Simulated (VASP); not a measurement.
Set up this calculation in VASP 6.6.1, as the native input.

- Task: relaxation of cell and atoms
- Functional: PBE
- Potentials or basis: VASP PAW PBE potentials, release 54 (Sn_d, O)
- Cutoff: 600 eV
- k mesh: 6 × 6 × 8
- Occupations: fermi-dirac, width 0.05 eV
- Spin: no spin polarisation
- Further INCAR settings: ALGO = Normal; EDIFF = 1e-06; IBRION = 2; EDIFFG = -0.01; NSW = 40; ISIF = 3

The structure of SnO2 (Cassiterite) lies in POSCAR:

```
SnO2
1.0
    4.7380000000      0.0000000000      0.0000000000
    0.0000000000      4.7380000000      0.0000000000
    0.0000000000      0.0000000000      3.1865000000
Sn O
2 4
Direct
    0.5000000000      0.5000000000      0.5000000000
    0.0000000000      0.0000000000      0.0000000000
    0.8071000000      0.1929000000      0.5000000000
    0.6929000000      0.6929000000      0.0000000000
    0.1929000000      0.8071000000      0.5000000000
    0.3071000000      0.3071000000      0.0000000000
```

The input as run:

INCAR

```
PREC     = Accurate       # precision mode
ENCUT    = 600            # plane-wave cutoff, eV
EDIFF    = 1E-6           # SCF threshold, eV
ISMEAR   = -1             # smearing method
SIGMA    = 0.05           # smearing width, eV
LREAL    = False          # projectors in reciprocal space
LASPH    = True           # aspherical terms in the spheres
NELM     = 100            # most SCF steps
ALGO     = Normal         # electronic algorithm
ISIF     = 3              # what is computed and relaxed
LWAVE    = False          # write WAVECAR
LCHARG   = False          # write CHGCAR
GGA      = PE             # functional
IBRION   = 2              # ionic algorithm
NSW      = 40             # ionic steps
EDIFFG   = -0.01          # ionic threshold
```

KPOINTS

```
Automatic mesh
0
Gamma
  6 6 8
```

Potentials or basis: VASP PAW PBE potentials, release 54 (Sn_d, O).

The run is started by

```sh
$ cat potpaw_PBE.54/Sn_d/POTCAR potpaw_PBE.54/O/POTCAR > POTCAR
$ mpirun -np 1 vasp_std > vasp.out
```

Results of the run:

```json
{
  "Relaxed volume": "12.61 Å³/atom",
  "Relaxed cell": "a = 4.830 Å, b = 4.830 Å, c = 3.243 Å, α = 90.00°, β = 90.00°, γ = 90.00°",
  "Space group after relaxing (to 0.05 Å)": "P4_2/mnm (No. 136)",
  "Energy gained by relaxing": "23.7 meV/atom",
  "Ionic steps": "8",
  "Pressure after relaxing": "-0.1 GPa",
  "Largest force after relaxing": "0.003 eV/Å",
  "Band gap on the k mesh": "0.64 eV, direct"
}
```

Caveat: spin-orbit coupling is left out, which moves the levels of the heavy elements.

It took 7.9 min on 1 thread of AMD EPYC 7R13 Processor (Zen 3), with other jobs on the host, peak memory 0.25 GiB.
